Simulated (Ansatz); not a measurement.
Runs of Ansatz 0.2.0 on Pb. It takes space group Fd-3m (No. 227, cubic). Conventional cell: a = 6.878 Å, b = 6.878 Å, c = 6.878 Å, α = 90.00°, β = 90.00°, γ = 90.00°. Around Pb (site symmetry -43m) lie 4 Pb at 2.98 Å. This isn't the form of Pb at room conditions, which is fcc.

```tsv
task	level	spin	k mesh	cutoff (eV)	q mesh	points for each segment of the path	atoms under strain	gap on the mesh (eV)	pressure (GPa)	V0 of scaled cells (Å³/atom)	B0 (GPa)
equation of state	LDA	off	7 × 7 × 7	420	-	-	-	-	-	39.79	(b)
phonons	PBEsol	off	6 × 6 × 6	420	2 × 2 × 2	8	-	none	-	-	-
band structure	PBEsol	SOC, no magnetisation	7 × 7 × 7	420	-	14	-	none	0.7	-	-
equation of state	r2SCAN	off	7 × 7 × 7	500	-	-	-	-	-	(a)	30
elastic constants	PBEsol	off	6 × 6 × 6	420	-	-	clamped	none	0.5	-	-
```

Alike in all rows: potentials or basis Ansatz PAW; cell as given; smearing fermi-dirac 0.05 eV.

Question: Fill in the values left out.

Answer: (a) 42.04; (b) 34.

Caveats: the PAW data sets come from PBE, with cores solved anew for the run's functional, which leaves a small shift of forces and pressure (some runs); some modes are imaginary (some runs); the PAW data sets were made with another functional, which shifts forces and pressure a little (some runs); elastic constants of metals need much finer meshes, so these are rough (some runs).

A k mesh can miss the band edges, and rows without SOC leave out spin-orbit coupling on Pb.

A gap of «none» marks a metal or a gap under the smearing width.
